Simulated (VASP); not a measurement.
# LiF (P4/mmm) in VASP: further runs

One crystal, LiF, is run at these levels: LDA; tasks: single point.

All numbers are computed with VASP 6.6.1; they aren't measurements. Logs are shortened: lines on timing, memory, paths and dates and some standing lists are left out, and cuts for length are marked.

## (1) The cell of the first run

It takes space group P4/mmm (No. 123, tetragonal). The conventional cell has a = 2.604 Å, b = 2.604 Å, c = 2.560 Å, α = 90.00°, β = 90.00°, γ = 90.00°. Li (site symmetry 4/mmm) has 8 F at 2.24 Å and 2 Li at 2.56 Å as nearest neighbours. F (site symmetry 4/mmm) has 8 Li at 2.24 Å and 2 F at 2.56 Å as nearest neighbours.

Measurements of this composition are mostly on another form, of space group No. 225.

## (2) Single point, LDA (strain +0.0175 x Voigt [1, 1, 0, 0, 0, 0], atoms carried along)

Contents of INCAR:

```
SYSTEM = LiF
  PREC = Accurate
  ENCUT = 520
  EDIFF = 1E-7
  ISMEAR = 0
  SIGMA = 0.05
  LREAL = .FALSE.
  LASPH = .TRUE.
  NELM = 80
  ALGO = Fast
  ISIF = 2
  LWAVE = .FALSE.
  LCHARG = .FALSE.
  NBANDS = 12
```

Contents of KPOINTS:

```
regular mesh
0
G
  10 10 10
  0 0 0
```

Contents of POSCAR:

```
LiF
1.0
    2.6043248275      0.0000000000      0.0000000000
    0.0000000000      2.6043248275      0.0000000000
    0.0000000000      0.0000000000      2.5595330000
Li F
1 1
Direct
    0.0000000000      0.0000000000      0.0000000000
    0.5000000000      0.5000000000      0.5000000000
```

Potentials or basis: VASP PAW LDA potentials, release 64 (Li_sv, F).

Command:

```sh
$ cat potpaw_LDA.64/Li_sv/POTCAR potpaw_LDA.64/F/POTCAR > POTCAR
$ mpirun -np 1 vasp_std > vasp.out
```

OUTCAR:

```text
SYSTEM = LiF
   PREC = Accurate
   ENCUT = 520
   EDIFF = 1E-7
   ISMEAR = 0
   LREAL = .FALSE.
   LASPH = .TRUE.
   NELM = 80
   ISIF = 2

 ion  position               nearest neighbor table
   1  0.000  0.000  0.000-   2 2.24   2 2.24   2 2.24   2 2.24   2 2.24   2 2.24   2 2.24   2 2.24

   2  0.500  0.500  0.500-   1 2.24   1 2.24   1 2.24   1 2.24   1 2.24   1 2.24   1 2.24   1 2.24

  LATTYP: Found a simple tetragonal cell.
 ALAT       =     2.6043248275
 C/A-ratio  =     0.9828009828

  Lattice vectors:

 A1 = (   2.6043248275,   0.0000000000,   0.0000000000)
 A2 = (   0.0000000000,   2.6043248275,   0.0000000000)
 A3 = (   0.0000000000,   0.0000000000,   2.5595330000)

Analysis of symmetry for initial positions (statically):
=====================================================================
 Subroutine PRICEL returns:
 Original cell was already a primitive cell.

 Routine SETGRP: Setting up the symmetry group for a
 simple tetragonal supercell.

 Subroutine GETGRP returns: Found 16 space group operations
 (whereof 16 operations were pure point group operations)
 out of a pool of 16 trial point group operations.

The static configuration has the point symmetry D_4h.

Analysis of symmetry for dynamics (positions and initial velocities):
=====================================================================
 Subroutine PRICEL returns:
 Original cell was already a primitive cell.

 Routine SETGRP: Setting up the symmetry group for a
 simple tetragonal supercell.

 Subroutine GETGRP returns: Found 16 space group operations
 (whereof 16 operations were pure point group operations)
 out of a pool of 16 trial point group operations.

The dynamic configuration has the point symmetry D_4h.

 Subroutine INISYM returns: Found 16 space group operations
 (whereof 16 operations are pure point group operations),
 and found     1 'primitive' translations

----------------------------------------------------------------------------------------

                                     Primitive cell

  volume of cell :      17.3601

  direct lattice vectors                    reciprocal lattice vectors
     2.604324828  0.000000000  0.000000000     0.383976680  0.000000000  0.000000000
     0.000000000  2.604324828  0.000000000     0.000000000  0.383976680  0.000000000
     0.000000000  0.000000000  2.559533000     0.000000000  0.000000000  0.390696272

  length of vectors
     2.604324828  2.604324828  2.559533000     0.383976680  0.383976680  0.390696272

  position of ions in fractional coordinates (direct lattice)
     0.000000000  0.000000000  0.000000000
     0.500000000  0.500000000  0.500000000

  ion indices of the primitive-cell ions
   primitive index   ion index
                 1           1
                 2           2

----------------------------------------------------------------------------------------

 KPOINTS: regular mesh

Automatic generation of k-mesh.
 Grid dimensions read from file:
 generate k-points for:   10   10   10

 Generating k-lattice:

  Cartesian coordinates                     Fractional coordinates (reciprocal lattice)
     0.038397668  0.000000000  0.000000000     0.100000000  0.000000000  0.000000000
     0.000000000  0.038397668  0.000000000     0.000000000  0.100000000  0.000000000
     0.000000000  0.000000000  0.039069627     0.000000000  0.000000000  0.100000000

  Length of vectors
     0.038397668  0.038397668  0.039069627

  Shift w.r.t. Gamma in fractional coordinates (k-lattice)
     0.000000000  0.000000000  0.000000000

 Subroutine IBZKPT returns following result:
 ===========================================

 Found    126 irreducible k-points:

 Following reciprocal coordinates:
            Coordinates               Weight
  0.000000  0.000000  0.000000      1.000000
  0.100000  0.000000  0.000000      4.000000
  0.200000  0.000000  0.000000      4.000000
  0.300000  0.000000  0.000000      4.000000
  0.400000  0.000000  0.000000      4.000000
  0.500000  0.000000  0.000000      2.000000
[... 16 lines left out ...]
  0.100000  0.000000  0.100000      8.000000
  0.200000  0.000000  0.100000      8.000000
 [... further k-points ...]
   k-points           NKPTS =    126   k-points in BZ     NKDIM =    126   number of bands    NBANDS=     12
   number of dos      NEDOS =    301   number of ions     NIONS =      2
   total plane-waves  NPLWV =   8000
   dimension x,y,z NGX =    20 NGY =   20 NGZ =   20
   dimension x,y,z NGXF=    40 NGYF=   40 NGZF=   40
   ions per type =               1   1
   NGX,Y,Z   is equivalent  to a cutoff of  12.77, 12.77, 12.99 a.u.
   NGXF,Y,Z  is equivalent  to a cutoff of  25.53, 25.53, 25.98 a.u.
 SYSTEM =  LiF
   PREC   = accura    normal or accurate (medium, high low for compatibility)
   ISTART =      0    job   : 0-new  1-cont  2-samecut
   ICHARG =      2    charge: 1-file 2-atom 10-const
   ISPIN  =      1    spin polarized calculation?
   LNONCOLLINEAR =      F non collinear calculations
   LSORBIT =      F    spin-orbit coupling
   LASPH  =      T    aspherical Exc in radial PAW
   ENCUT  =  520.0 eV  38.22 Ry    6.18 a.u.   4.84  4.84  4.76*2*pi/ulx,y,z
   NELM   =     80;   NELMIN=  2; NELMDL= -5     # of ELM steps
   EDIFF  = 0.1E-06   stopping-criterion for ELM
   LREAL  =      F    real-space projection
   EDIFFG = 0.1E-05   stopping-criterion for IOM
   NSW    =      0    number of steps for IOM
   IBRION =     -1    ionic relax: 0-MD 1-quasi-New 2-CG
   NFREE  =      0    steps in history (QN), initial steepest desc. (CG)
   ISIF   =      2    stress and relaxation
   ISYM   =      2    0-nonsym 1-usesym 2-fastsym
   POTIM  = 0.5000    time-step for ionic-motion
   TEBEG  =    0.0;   TEEND  =   0.0 temperature during run
   PSTRESS=    0.0 pullay stress
   NELECT =      10.0000    total number of electrons
   NUPDOWN=      -1.0000    fix difference up-down
   EMIN   =  10.00;   EMAX   =-10.00  energy-range for DOS
   EFERMI =   0.00;   METHOD = LEGACY
   ISMEAR =     0;   SIGMA  =   0.05  broadening in eV -4-tet -1-fermi 0-gaus
   EFERMI_NEDOS =   21; number of points for ismear=-14 and -15
   IALGO  =     68    algorithm
   IMIX   =      4    mixing-type and parameters
     AMIX     =   0.40;   BMIX     =  1.00
     AMIX_MAG =   1.60;   BMIX_MAG =  1.00
  volume/ion in A,a.u.               =       8.68        58.58
  Fermi-wavevector in a.u.,A,eV,Ry     =   1.362149  2.574088 25.244913  1.855449
  Thomas-Fermi vector in A             =   2.488663
   LORBIT       =      0    0 simple, 1 ext, 2 COOP (PROOUT), +10 PAW based schemes
   GGA     = CA    functional components
   LHFCALC =     F    Hartree Fock is set to
   AEXX    =    0.0000 exact exchange contribution
   IVDW    =     0    specifies the selected vdW correction
   LEPSILON=     F    determine dielectric tensor
   LRPA    =     F    only Hartree local field effects (RPA)
 non-spin polarized calculation
 RMM-DIIS sequential band-by-band and
 Gauss-broadening in eV      SIGMA  =   0.05
  energy-cutoff  :      520.00
  volume of cell :       17.36
 maximum number of plane-waves:       478
 NGX is ok and might be reduce to    20
   NGX =  9   NGY =  9   NGZ =  9

 number of electron      10.0000000 magnetization

 number of electron       9.9999997 magnetization

 Free energy of the ion-electron system (eV)
  ---------------------------------------------------
  ext. energy  EPLUGINS =         0.00000000
  ---------------------------------------------------
  free energy    TOTEN  =        -9.83615575 eV

  energy without entropy =       -9.83615575  energy(sigma->0) =       -9.83615575

 E-fermi :  -0.1507     XC(G=0): -10.4046

 val. band max:       -0.3583846575   @ k =   0.5000   0.5000   0.0000
 cond. band min:       6.5894959035   @ k =   0.0000   0.0000   0.0000
 fundamental gap:      6.9478805611
 Fermi energy:        -0.1506761389

 k-point     1 :       0.0000    0.0000    0.0000
  band No.  band energies     occupation
      1     -42.1311      2.00000
      2     -20.7045      2.00000
      3      -1.1464      2.00000
      4      -1.1464      2.00000
      5      -0.9651      2.00000
      6       6.5895      0.00000
      7      17.5624      0.00000
      8      17.9915      0.00000
      9      19.5191      0.00000
     10      19.5191      0.00000
     11      20.0063      0.00000
     12      36.4962      0.00000

 k-point     2 :       0.1000    0.0000    0.0000
  band No.  band energies     occupation
      1     -42.1269      2.00000
      2     -20.6659      2.00000
      3      -1.4878      2.00000
      4      -1.1113      2.00000
      5      -0.9323      2.00000
      6       6.8312      0.00000
      7      16.2079      0.00000
      8      18.1113      0.00000
      9      19.4723      0.00000
     10      19.9737      0.00000
     11      21.5277      0.00000
     12      35.1111      0.00000

 k-point     3 :       0.2000    0.0000    0.0000
  band No.  band energies     occupation
      1     -42.1157      2.00000
      2     -20.5623      2.00000
      3      -2.2908      2.00000
      4      -1.0183      2.00000
      5      -0.8453      2.00000
      6       7.3586      0.00000
      7      14.6454      0.00000
      8      18.7670      0.00000
      9      19.3355      0.00000
     10      19.8758      0.00000
     11      24.7379      0.00000
     12      32.0435      0.00000
[... 286 lines left out ...]
 k-point    23 :       0.1000    0.0000    0.1000
  band No.  band energies     occupation
      1     -42.1220      2.00000
      2     -20.6216      2.00000
      3      -1.4584      2.00000
      4      -1.2849      2.00000
      5      -1.0743      2.00000
      6       7.0784      0.00000
      7      16.0519      0.00000
      8      17.0075      0.00000
      9      19.4682      0.00000
     10      20.8742      0.00000
     11      22.6091      0.00000
     12      33.0480      0.00000

 k-point    24 :       0.2000    0.0000    0.1000
  band No.  band energies     occupation
      1     -42.1111      2.00000
      2     -20.5167      2.00000
      3      -2.2530      2.00000
      4      -1.2020      2.00000
      5      -0.9838      2.00000
      6       7.6371      0.00000
      7      14.6300      0.00000
      8      17.1904      0.00000
      9      19.3927      0.00000
     10      21.5812      0.00000
     11      25.1733      0.00000
     12      30.4597      0.00000

 [... further k-points ...]

------------------------ aborting loop because EDIFF is reached ----------------------------------------

  FORCE on cell =-STRESS in cart. coord.  units (eV):
  Direction    XX          YY          ZZ          XY          YZ          ZX
  --------------------------------------------------------------------------------------
  -------------------------------------------------------------------------------------
  Total       -1.2030676     -1.2030676     -0.7249119      0.0000000      0.0000000      0.0000000
  in kB     -111.0323629   -111.0323629    -66.9028758      0.0000000      0.0000000      0.0000000
  external PRESSURE =     -96.3225339 kB  Pullay stress =       0.0000000 kB

 VOLUME and BASIS-vectors are now :
 -----------------------------------------------------------------------------
  energy-cutoff  :      520.00
  volume of cell :       17.36
      direct lattice vectors                 reciprocal lattice vectors
     2.604324828  0.000000000  0.000000000     0.383976680  0.000000000  0.000000000
     0.000000000  2.604324828  0.000000000     0.000000000  0.383976680  0.000000000
     0.000000000  0.000000000  2.559533000     0.000000000  0.000000000  0.390696272

 POSITION                                       TOTAL-FORCE (eV/Angst)
 -----------------------------------------------------------------------------------
      0.00000      0.00000      0.00000         0.000000      0.000000      0.000000
      1.30216      1.30216      1.27977         0.000000      0.000000      0.000000
 -----------------------------------------------------------------------------------
    total drift:                                0.000000      0.000000      0.000000

  FREE ENERGIE OF THE ION-ELECTRON SYSTEM (eV)
  ---------------------------------------------------
  free  energy   TOTEN  =        -9.8361557514 eV

  energy  without entropy=       -9.8361557514  energy(sigma->0) =       -9.83615575
```

It took 16 s on 1 thread of Intel Xeon Platinum 8488C (Sapphire Rapids), shared host; peak memory 0.12 GiB.

Results:

* Free energy: -9.8362 eV
* Band gap on the k mesh: 6.95 eV, indirect (least direct gap 7.55 eV)

Caveat: the cutoff is under 1.25 times the usual one of these potentials, so pressure, stress and relaxed cells hold a basis-set (Pulay) error. A k mesh can miss the band edges.

## (3) Single point, LDA (strain -0.0200 x Voigt [1, 1, 0, 0, 0, 0], atoms carried along)

Contents of INCAR:

```
SYSTEM = LiF
ALGO = Normal
EDIFF = 1E-6
ENCUT = 520
GGA = CA
ISIF = 2
ISMEAR = 0
LASPH = .TRUE.
LCHARG = .TRUE.
LELF = .TRUE.
LREAL = .FALSE.
LVHAR = .TRUE.
LWAVE = .FALSE.
NBANDS = 12
NELM = 60
PREC = Accurate
SIGMA = 0.05
```

Contents of KPOINTS:

```
k-points
0
G
  10 10 10
  0 0 0
```

Contents of POSCAR:

```
LiF
1.0
    2.5083423400      0.0000000000      0.0000000000
    0.0000000000      2.5083423400      0.0000000000
    0.0000000000      0.0000000000      2.5595330000
Li F
1 1
Direct
    0.0000000000      0.0000000000      0.0000000000
    0.5000000000      0.5000000000      0.5000000000
```

Potentials or basis: VASP PAW LDA potentials, release 64 (Li_sv, F).

Command:

```sh
$ cat potpaw_LDA.64/Li_sv/POTCAR potpaw_LDA.64/F/POTCAR > POTCAR
$ mpirun -np 1 vasp_std > vasp.out
```

It took 11 s on 1 thread of Intel Xeon Platinum 8488C (Sapphire Rapids), shared host; peak memory 0.13 GiB.

Results (log left out):

* Free energy: -9.8927 eV
* Band gap on the k mesh: 7.59 eV, indirect (least direct gap 8.29 eV)

Levels at points of the mesh, in eV from the valence-band top:
```
           k point  band 1  band 2  band 3  band 4  band 5  band 6  band 7  band 8  band 9  band 10
(0.00, 0.00, 0.00)  -41.66  -20.64   -0.93   -0.70   -0.70    7.59   18.36   18.87   20.53    21.11
(0.50, 0.00, 0.00)  -41.60  -20.10   -3.99   -0.46   -0.27    8.88   14.20   19.77   20.56    24.01
(0.50, 0.50, 0.00)  -41.54  -19.46   -3.54   -3.54   -0.14   13.33   13.52   13.52   19.21    23.62
(0.00, 0.00, 0.50)  -41.61  -20.17   -3.98   -0.31   -0.31    9.03   13.92   20.33   20.33    24.17
(0.50, 0.00, 0.50)  -41.55  -19.53   -3.63   -3.55    0.00   13.18   13.37   13.70   19.57    24.11
(0.50, 0.50, 0.50)  -41.50  -19.01   -2.50   -2.50   -2.42   10.68   10.68   10.85   23.93    24.42
```

Caveat: the cutoff is under 1.25 times the usual one of these potentials, so pressure, stress and relaxed cells hold a basis-set (Pulay) error. A k mesh can miss the band edges.

## (4) Single point, LDA (strain -0.0100 x Voigt [1, 1, 0, 0, 0, 0], atoms carried along)

Contents of INCAR:

```
SYSTEM = LiF
ALGO = Fast ; EDIFF = 1E-6
ENCUT = 520 ; GGA = CA
ISIF = 2 ; ISMEAR = 0
LASPH = .TRUE. ; LCHARG = .FALSE.
LREAL = .FALSE. ; LWAVE = .FALSE.
NBANDS = 12 ; NELM = 80
PREC = Accurate ; SIGMA = 0.05
```

KPOINTS is that of step 3.

Contents of POSCAR:

```
LiF
1.0
    2.5339376700      0.0000000000      0.0000000000
    0.0000000000      2.5339376700      0.0000000000
    0.0000000000      0.0000000000      2.5595330000
Li F
1 1
Direct
    0.0000000000      0.0000000000      0.0000000000
    0.5000000000      0.5000000000      0.5000000000
```

Command:

```sh
$ cat potpaw_LDA.64/Li_sv/POTCAR potpaw_LDA.64/F/POTCAR > POTCAR
$ mpirun -np 1 vasp_std > vasp.out
```

Wall time 15 s (1 thread of Intel Xeon Platinum 8488C (Sapphire Rapids), shared host); peak memory 0.12 GiB.

It converged, with:

```yaml
Free_energy: -9.8837 eV
Band_gap_on_the_k_mesh: 7.44 eV, indirect (least direct gap 8.14 eV)
```

Levels at points of the mesh, in eV from the valence-band top:
```
           k point  band 2  band 3  band 4  band 5  band 6  band 7  band 8  band 9
(0.00, 0.00, 0.00)  -20.52   -0.80   -0.69   -0.69    7.44   18.39   18.64   20.52
(0.50, 0.00, 0.00)  -20.01   -3.87   -0.37   -0.28    8.83   13.96   19.84   20.23
(0.50, 0.50, 0.00)  -19.42   -3.43   -3.43   -0.07   13.18   13.40   13.40   19.14
(0.00, 0.00, 0.50)  -20.05   -3.86   -0.30   -0.30    8.91   13.82   20.11   20.11
(0.50, 0.00, 0.50)  -19.45   -3.47   -3.44    0.00   13.10   13.33   13.49   19.31
(0.50, 0.50, 0.50)  -18.97   -2.40   -2.40   -2.36   10.69   10.69   10.78   23.82
```

Caveat: the cutoff is under 1.25 times the usual one of these potentials, so pressure, stress and relaxed cells hold a basis-set (Pulay) error. A k mesh can miss the band edges.

## (5) Summary

| cell | gap on the mesh (eV) |
| --- | --- |
| strain +0.0175 x Voigt [1, 1, 0, 0, 0, 0], atoms carried along | 6.95 |
| strain -0.0200 x Voigt [1, 1, 0, 0, 0, 0], atoms carried along | 7.59 |
| strain -0.0100 x Voigt [1, 1, 0, 0, 0, 0], atoms carried along | 7.44 |

Alike in all rows: task single point; level LDA; potentials or basis VASP PAW LDA potentials, release 64 (Li_sv, F); no spin polarisation; k mesh 10 × 10 × 10; cutoff (eV) 520; smearing gaussian 0.05 eV.

Caveats: the cutoff is under 1.25 times the usual one of these potentials, so pressure, stress and relaxed cells hold a basis-set (Pulay) error.

Absolute energies hang on the potentials; compare differences alone.
